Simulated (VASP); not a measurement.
**Mg: elastic constants with r2SCAN**

Crystal: Mg.

```xyz
2
Lattice="3.2093 0.0000 0.0000 -1.6046 2.7793 0.0000 0.0000 0.0000 5.2103" Properties=species:S:1:pos:R:3 pbc="T T T"
Mg    0.0000    1.8529    1.3026
Mg    1.6047    0.9264    3.9077
```

| Item | Value |
| --- | --- |
| Program | VASP 6.6.1 |
| Task | elastic constants |
| Functional | r2SCAN |
| Potentials or basis | VASP PAW PBE potentials, release 64 (Mg) |
| Cutoff | 600 eV |
| k mesh | 11 × 11 × 6 |
| Occupations | gaussian, width 0.1 eV |
| Spin | no spin polarisation |
| Ions in elastic constants | relaxed |
| Further INCAR settings | ALGO = Normal; EDIFF = 1e-08; IBRION = 6; POTIM = 0.015; NSW = 1; ISIF = 3 |

```yaml
Relaxed_volume: 22.42 Å³/atom
Relaxed_cell: a = 3.173 Å, b = 3.173 Å, c = 5.142 Å, α = 90.00°, β = 90.00°, γ = 120.00°
Space_group_after_relaxing_to_0.05_Å: P6_3/mmc (No. 194)
Elastic_constants_C11_C12_C44: 104, 12, 47 GPa
Voigt_bulk_modulus: 41 GPa
Highest_phonon_frequency_at_Γ: 267 cm⁻¹
```

The path:
| step | energy change (eV) | largest force (eV/Å) | pressure (GPa) | volume (Å³) |
| --- | --- | --- | --- | --- |
| 1 | 0.0000 | 0.0000 | -1.36 | 46.47 |
| 2 | -0.0069 | 0.0000 | -0.29 | 45.16 |
| 3 | -0.0072 | 0.0000 | -0.02 | 44.85 |
| 4 | -0.0072 | 0.0000 | 0.01 | 44.82 |
| 5 | -0.0072 | 0.0000 | 0.00 | 44.83 |

Final structure:
```
CELL_PARAMETERS angstrom
3.17295 0.00000 0.00000
-1.58648 2.74786 0.00000
0.00000 0.00000 5.14204
ATOMIC_POSITIONS crystal
Mg 0.33333 0.66667 0.25000
Mg 0.66667 0.33333 0.75000
```

Phonon frequencies in cm⁻¹ (negative: imaginary):
| q point | frequencies |
| --- | --- |
| (0.000, 0.000, 0.000) | 0 0 0 136 136 267 |

Elastic tensor in Voigt notation (GPa, in the Cartesian axes of the cell as first typed):
```
104  12   6   0   0   0
 12 104   6   0   0   0
  6   6 108   0   0   0
  0   0   0  47   0   0
  0   0   0   0  47   0
  0   0   0   0   0  46
```

Clamped-ion elastic tensor (GPa):
```
109   6   6   0   0   0
  6 109   6   0   0   0
  6   6 108   0   0   0
  0   0   0  47   0   0
  0   0   0   0  47   0
  0   0   0   0   0  52
```

Wall time 33 min on 1 thread of AMD EPYC 9R45 (Zen 5), on a shared host, peak memory 0.29 GiB.

Caveat: the PAW data sets were made with another functional, which shifts forces and pressure a little.
